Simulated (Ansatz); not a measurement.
## V in Ansatz: convergence with n extra bands

Crystal: V.

```xyz
2
Lattice="2.6043 0.0000 0.0000 -1.3021 2.2554 0.0000 0.0000 0.0000 4.7233" Properties=species:S:1:pos:R:3 pbc="T T T"
V     0.0087    1.5067    1.1727
V     1.2929    0.7562    3.5062
```

This isn't the form of V at room conditions, which is bcc.

The cell isn't the ideal one: atoms moved at random, drawn with an rms of 0.05 Å.

| Property | Result |
| --- | --- |
| Program | Ansatz 0.2.0 |
| Task | convergence study |
| Functional | r2SCAN |
| Potentials or basis | Ansatz PAW |
| Cutoff | 500 eV (not typed: the program's choice for these potentials) |
| k mesh | 8 × 8 × 4 |
| Occupations | methfessel-paxton, width 0.1 eV |
| Spin | collinear spin, ferromagnetic start |
| Starting moments | [2.0, 2.0] μB |

These are the settings of the first run; the series varies n extra bands, with any setting tied to it.

Hardware: 2 threads of Arm Neoverse V2, on a shared host.

Task: The values tried are 2, 4, 8, 16, 32, loosest first. From which on does the absolute moment stay within 0.02 μB of the tightest run that finished?

Result: From 4 on.

| n extra bands | energy less the tightest run, at zero smearing (meV/atom) | absolute moment (μB) | SCF cycles | CPU time (s) | peak memory (GiB) |
| --- | --- | --- | --- | --- | --- |
| 2 | -0.06 | 0.07 | 36 | 71 | 0.45 |
| 4 | 0.00 | 0.00 | 39 | 85 | 0.46 |
| 8 | 0.00 | 0.00 | 33 | 82 | 0.48 |
| 16 | 0.00 | 0.00 | 30 | 86 | 0.53 |
| 32 | 0.00 | 0.00 | 22 | 89 | 0.62 |

Against the tightest run, the energy stays within 1 meV/atom from 2 on. The tightest run that finished is the yardstick and may itself not be fully converged.

Caveat, for the tightest run too: the magnetic or orbital state may not be the lowest; the starting moments weren't kept.
